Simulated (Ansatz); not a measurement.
This is a one-shot G0W0 calculation with Ansatz 0.2.0 on a 4-atom cell of GaN started from a crystallographic database; the level of theory is G0W0@PBE with 171 empty bands, a screening cutoff of 140 eV and a 6×6×4 mesh. The cell was relaxed beforehand with r2SCAN.

input.yaml:
```yaml
crystal:
  lattice:
    - [3.1831495813, 0.0, 0.0]
    - [-1.5915747906, 2.7566884014, 0.0]
    - [0.0, 0.0, 5.1836255286]
  atoms:
    - { symbol: Ga, position: [0.3333333333, 0.6666666667, -0.0008868509] }
    - { symbol: Ga, position: [0.6666666667, 0.3333333333, 0.4991131491] }
    - { symbol: "N", position: [0.3333333333, 0.6666666667, 0.3758868509] }
    - { symbol: "N", position: [0.6666666667, 0.3333333333, 0.8758868509] }
kpoints:
  mp_grid: { grid: [6, 6, 4] }
hamiltonian:
  xc: pbe
scf:
  occupations: { method: fixed }
gw:
  n_empty_bands: 171
  ecut_chi: 140
  qp_bands: [v2, c2]
  qp_kpoints: band_edges
  screening: { model: godby_needs }
```

Run as `ansatz run input.yaml --threads 4 --pin off --max-ram 5529MiB --backend cpu --events-out ev --progress --plain --runs-dir out`. Wall time 2.2 min on 4 threads of Arm Neoverse N1, with other jobs on the host; peak host memory 0.79 GiB.

Main lines of the log:
```
Pseudopotential: Ga, paw, valence charge 13, recommended cutoff 420 eV (normal)
Pseudopotential: N, paw, valence charge 5, recommended cutoff 420 eV (normal)
Functional definition: PBE
Crystal: 4 atoms, lattice volume = 45.486 Å³
Basis set: ecut = 420 eV, 893 PW (Γ)
Bands: 22, of which v1, the nominal top of the filled ones, is band 18 counted from 1 (17 counted from 0)
Symmetry: 12 space group operations
Space group: P63mc (ITA 186)
k-points: 21 of 144 (time reversal used)
SCF iter   1: HF=-8335.803277 eV  Δρ=7.76e-4  dr2=1.26e-4
preconditioner: auto → Resta (q_TF=auto, 2.624 Å⁻¹)  ε∞=5.0  [insulator: Δε(μ)=1.927 eV  ℏωp=33.0 eV]
SCF iter   2: HF=-8335.803908 eV  Δρ=3.98e-4  dr2=2.63e-5
SCF iter   3: HF=-8335.804029 eV  Δρ=1.82e-4  dr2=6.92e-6
SCF iter   4: HF=-8335.804055 eV  Δρ=4.90e-5  dr2=8.46e-7
SCF iter   5: HF=-8335.804057 eV  Δρ=1.70e-5  dr2=1.01e-7
SCF iter   6: HF=-8335.804057 eV  Δρ=6.11e-6  dr2=1.51e-8
SCF 1 converged in 6 iterations: F = -8335.804057 eV  dr2 = 1.51e-8
SCF converged after 6 iterations
Free energy (F): -8335.804057 eV
Fermi energy:    9.765170 eV
--- Per-component energies (eV) ---
  E_band       = -7.927470
  E_kinetic    = 494.969247
  E_local      = -3897.467704
  E_nonlocal   = 948.878896
  E_hartree    = 1794.574522
  E_xc         = -257.805154
  E_vxc        = -268.562754
  E_paw        = -4240.821809
  E_vpaw       = -874.893929
  E_ewald      = -3178.132179
--- G₀W₀: ω_p = 33.0346 eV, 144 q-points, 171 empty bands' worth ---
    ik  band        ε_KS         Σx   Σc(E_QP)       V_xc       Z   E_QP_lin       E_QP  E_QP is
     0    17      9.7652   -23.9363     3.0815   -20.2872  0.7939     9.1961     9.1976  root
     0    18      9.7652   -23.9363     3.0815   -20.2872  0.7939     9.1961     9.1976  root
     0    19     11.6980   -11.5221    -3.6751   -15.7710  0.8225    12.2729    12.2718  root
     0    20     14.0441   -10.2002    -4.4426   -15.3218  0.8307    14.7250    14.7231  root
     1    17      9.6066   -23.8029     3.1223   -20.0903  0.7940     9.0147     9.0163  root
     1    18      9.6066   -23.8029     3.1223   -20.0903  0.7940     9.0147     9.0163  root
     1    19     12.8971   -12.1896    -3.6634   -16.4972  0.8153    13.5427    13.5413  root
     1    20     14.1501   -10.1757    -4.4640   -15.3377  0.8282    14.8502    14.8482  root
     2    17      9.2335   -23.4663     3.2017   -19.6247  0.7943     8.5916     8.5936  root
     2    18      9.2335   -23.4663     3.2017   -19.6247  0.7943     8.5916     8.5936  root
     2    19     14.0356   -10.8580    -4.3118   -15.9062  0.8189    14.7743    14.7721  root
     2    20     14.0356   -10.8580    -4.3118   -15.9062  0.8189    14.7743    14.7721  root
     3    17      9.4412   -23.3850     3.0756   -19.7082  0.7947     8.8385     8.8401  root
     3    18      9.5214   -23.6827     3.1339   -19.9508  0.7941     8.9217     8.9233  root
     3    19     13.2161   -11.9840    -3.7726   -16.4269  0.8148    13.8880    13.8865  root
     3    20     15.3254   -10.4623    -4.6539   -15.9227  0.8233    16.1348    16.1319  root
     4    17      9.0584   -23.1486     3.1704   -19.3163  0.7951     8.3945     8.3966  root
     4    18      9.3123   -23.4882     3.1744   -19.6847  0.7943     8.6813     8.6832  root
     4    19     13.7972   -11.4966    -4.0179   -16.2195  0.8144    14.5041    14.5022  root
     4    20     15.3944   -10.4363    -4.7006   -15.9643  0.8201    16.2250    16.2218  root
     5    17      8.8349   -23.0523     3.2612   -19.0985  0.7946     8.1400     8.1424  root
     5    18      8.8349   -23.0523     3.2612   -19.0985  0.7946     8.1400     8.1424  root
     5    19     14.9379   -10.7380    -4.5110   -16.0427  0.8136    15.7344    15.7316  root
     5    20     14.9379   -10.7380    -4.5110   -16.0427  0.8136    15.7344    15.7316  root
     6    17      8.5013   -22.3576     3.1994   -18.4265  0.7964     7.7670     7.7696  root
     6    18      9.0115   -23.1675     3.2358   -19.2714  0.7942     8.3491     8.3512  root
     6    19     14.6507   -10.0621    -4.4114   -15.1333  0.8216    15.3124    15.3105  root
     6    20     15.5248    -9.5755    -4.6271   -14.8618  0.8323    16.1859    16.1840  root
     7    17      8.5924   -22.6960     3.2629   -18.7206  0.7949     7.8774     7.8798  root
     7    18      8.7368   -22.9084     3.2782   -18.9323  0.7944     8.0364     8.0388  root
     7    19     14.2030    -9.4113    -4.3123   -14.2531  0.8299    14.7336    14.7325  root
     7    20     15.5009    -8.9639    -4.5838   -14.1049  0.8315    16.0597    16.0582  root
     8    17      8.1318   -22.3640     3.3797   -18.2117  0.7944     7.3561     7.3593  root
     8    18      8.1318   -22.3640     3.3797   -18.2117  0.7944     7.3561     7.3593  root
     8    19     14.6585    -9.1988    -4.3627   -14.0707  0.8304    15.1688    15.1677  root
     8    20     14.6585    -9.1988    -4.3627   -14.0707  0.8304    15.1688    15.1677  root
  […]
```

The points are ik 0 = (0, 0, 0) (Γ), ik 1 = (0, 0, 1/4), ik 2 = (0, 0, -1/2), ik 3 = (0, 1/6, 0), ik 4 = (0, 1/6, 1/4), ik 5 = (0, 1/6, -1/2), ik 6 = (0, 1/3, 0), ik 7 = (0, 1/3, 1/4), ik 8 = (0, 1/3, -1/2), ik 9 = (0, -1/2, 0), ik 10 = (0, -1/2, 1/4), ik 11 = (0, -1/2, -1/2); band 18 is the last filled one.

Over the mesh points the PBE gap of 1.93 eV becomes a quasiparticle gap of 3.07 eV (direct at Γ), a change of +1.14 eV. Renormalisation factors Z lie between 0.79 and 0.84. The G0W0 figures hold for the stated bands, cutoff and mesh and aren't extrapolated.

No spin polarisation and no zero-point or thermal motion.

With a shallow d shell on the cation, G0W0 converges slowly in bands and cutoff, so these values are in doubt.
